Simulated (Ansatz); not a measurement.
## Relaxing Ga

All numbers below come from DFT r2SCAN, scalar-relativistic, plane waves, PAW in Ansatz. Cutoff 500 eV, Γ-centred k mesh, Gaussian smearing, no spin polarisation in the final step.

A relaxed cell is given with its space group left out.

```
CELL_PARAMETERS angstrom
2.90791 0.00000 0.00000
-1.45396 2.51833 0.00000
0.00000 0.00000 9.78087
ATOMIC_POSITIONS crystal
Ga 0.00000 0.00000 0.00000
Ga 0.00000 0.00000 0.50000
Ga 0.33333 0.66667 0.75000
Ga 0.66667 0.33333 0.25000
```

Energies count from the standard state of Ga at the same level.

What space group does it have?

P6_3/mmc (No. 194). Conventional cell: a = 2.908 Å, c = 9.781 Å. Ga on Wyckoff site a (2 atoms of the primitive cell) is coordinated by 12 Ga at 2.91–2.97 Å; Ga on Wyckoff site d (2 atoms of the primitive cell) has 12 Ga at 2.91–2.97 Å.

How far above the standard state of Ga does it lie?

0.14 eV/atom.

Is it a metal?

Yes, bands cross the Fermi level on the 18×18×6 mesh.

The final run used a 18×18×6 mesh on its 4-atom cell and 0.10 eV smearing. For metals, differences of a few meV/atom aren't resolved. The cell came from a trial start, so Ga may not exist in this structure.